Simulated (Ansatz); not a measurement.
**TaN: checking dH/dP = V**

The calculation used DFT PBEsol, scalar-relativistic, plane waves, PAW (Ansatz). Run with 420 eV cutoff, 12×12×12 k-mesh, Gaussian smearing of 0.10 eV, no spin polarisation.

Starting point, cell and atoms relaxed:

```xyz
6
Lattice="5.1789 0.0000 0.0000 -2.5895 4.4851 0.0000 0.0000 0.0000 2.8960" Properties=species:S:1:pos:R:3 pbc="T T T"
Ta    0.0000    2.9901    1.4480
Ta    2.5895    1.4950    1.4480
Ta    0.0000    0.0000    0.0000
N     2.0372    0.0000    0.0000
N     1.5708    2.7208    0.0000
N    -1.0186    1.7643    0.0000
```

Cell and atoms were relaxed at each target pressure within the start's symmetry (P-62m), at zero temperature; other phases can be more stable under pressure. H = E + PV with P the target; E is the free energy at the smearing used, whose derivative the pressure is, per atom and counted from zero pressure.

Spin–orbit coupling is left out, which can shift energies with elements as heavy as these.

```
P (GPa) V (Å³/atom) E − E0 (meV) H − H0 (meV)
      0       11.211           0.0           0.0
      3       11.111           0.9         209.0
      8       10.954           6.3         553.2
     15       10.751          20.8        1027.4
     30       10.374          73.4        2015.8
     60        9.777         238.4        3899.8
```

**Question.** Thermodynamics gives dH/dP = V along a relaxed path. Integrate V over P by the trapezoid rule and compare with the computed enthalpies.

**Answer.** With 1 eV/Å³ = 160.22 GPa, each step adds the mean volume times ΔP / 160.22:
| P (GPa) | ∫V dP (meV) | H − H0 (meV) | difference (meV) |
| --- | --- | --- | --- |
| 3 | 209.0 | 209.0 | 0.0 |
| 8 | 553.3 | 553.2 | 0.0 |
| 15 | 1027.4 | 1027.4 | 0.1 |
| 30 | 2016.3 | 2015.8 | 0.5 |
| 60 | 3902.8 | 3899.8 | 3.0 |

V(P) curves upward, so the trapezoid rule runs high; integrating a smooth curve through the same points (P as a polynomial of degree 4 in ln V) puts that excess at about 3.2 meV at 60 GPa, against the 3.0 meV found.

**Question.** At 60 GPa, how much of the enthalpy change is stored energy and how much is the PV term?

**Answer.** E rises by 238 meV/atom and PV is 60 × 9.777 / 160.22 = 3661 meV/atom, so PV makes 94 % of ΔH. So between rival structures at high pressure a small difference in volume can outweigh the difference in energy: 1 % of this volume is worth 36.6 meV/atom at this pressure.

**Question.** What bulk modulus do the lowest pressures give, and how is the compression shared among the axes?

**Answer.** From the pressures that the runs reached, -3.00 GPa (11.316 Å³) and 3.00 GPa (11.111 Å³), B = −ΔP/Δln V = 6.00 / 0.0183 = 328 GPa, a mean over that range. The linear compressibilities −Δln(length)/ΔP are 1.08 along a, 1.08 along b, 0.88 along c (in TPa⁻¹). With fixed angles they add up to 1/B: 3.05 against 3.05. Softest: a and b, at 36 % of the volume change per axis.